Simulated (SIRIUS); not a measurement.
Wanted: the native input for a SIRIUS 7.10.0 run.

| Quantity | Value |
| --- | --- |
| Task | single point |
| Functional | PBEsol |
| Potentials or basis | PseudoDojo 0.4.1 PBEsol standard (scalar relativistic) |
| Cutoff | 686 eV |
| Density cutoff | 2743 eV |
| k mesh | 6 × 6 × 6 |
| Occupations | fermi-dirac, width 0.05 eV |
| Spin | no spin polarisation |
| Libxc names | ["XC_GGA_X_PBE_SOL", "XC_GGA_C_PBE_SOL"] |
| Energy tol | 1e-08 Ha |
| Density tol | 1e-06 |
| Mixer | anderson |
| Mixing beta | 0.7 |
| Max scf | 100 |
| Radial cutoff for the potentials' integrals | 6.5 bohr |

The system is CsBr.

```
Cs Br
1.0
     4.32562    0.00000    0.00000
     0.00000    4.32562    0.00000
     0.00000    0.00000    4.32562
Cs Br
1 1
Direct
  0.01354 0.99725 0.00118
  0.50733 0.49979 0.49719
```

The cell comes from a database or a generator and needn't be the stable form of this composition.

The cell isn't the ideal one: atoms moved at random, drawn with an rms of 0.05 Å.

These files were run (other wordings do the same):

sirius.json

```json
{
  "control": {
    "processing_unit": "cpu",
    "verbosity": 2,
    "num_bands_to_print": 15,
    "print_forces": true,
    "print_stress": true
  },
  "parameters": {
    "electronic_structure_method": "pseudopotential",
    "xc_functionals": ["XC_GGA_X_PBE_SOL", "XC_GGA_C_PBE_SOL"],
    "gk_cutoff": 7.1,
    "pw_cutoff": 14.2,
    "ngridk": [6, 6, 6],
    "shiftk": [0, 0, 0],
    "smearing": "fermi_dirac",
    "smearing_width": 0.0018374661,
    "num_bands": 15,
    "num_mag_dims": 0,
    "num_dft_iter": 100,
    "energy_tol": 1e-08,
    "density_tol": 1e-06
  },
  "iterative_solver": {
    "type": "davidson",
    "min_tolerance": 1e-09,
    "tolerance_scale": [0.1, 0.25]
  },
  "mixer": {
    "type": "anderson",
    "beta": 0.7,
    "max_history": 8
  },
  "settings": {
    "tol_ne": 1e-10,
    "pseudo_grid_cutoff": 6.5
  },
  "unit_cell": {
    "lattice_vectors": [
      [8.174241314396, 0.0, 0.0],
      [0.0, 8.174241314396, 0.0],
      [0.0, 0.0, 8.174241314396]
    ],
    "atom_coordinate_units": "lattice",
    "atom_types": ["Cs", "Br"],
    "atom_files": {
      "Cs": "Cs.json",
      "Br": "Br.json"
    },
    "atoms": {
      "Cs": [
        [0.013541, -0.002752, 0.001184]
      ],
      "Br": [
        [0.507335, 0.499789, 0.497194]
      ]
    }
  }
}
```

Potentials or basis: PseudoDojo 0.4.1 PBEsol standard (scalar relativistic).

Command:

```sh
$ upf_to_json Cs.upf
$ upf_to_json Br.upf
$ OMP_NUM_THREADS=1 sirius.scf --input=sirius.json --output=out.json --task=0
```

It gave:

| Quantity | Value |
| --- | --- |
| Pressure | -0.8 GPa |
| Largest force | 0.020 eV/Å |
| Band gap on the k mesh | 4.23 eV |

Caveat: spin-orbit coupling is left out, which moves the levels of the heavy elements.

It took 120 s on 1 thread of Arm Neoverse V2, on a shared host, peak memory 0.98 GiB.
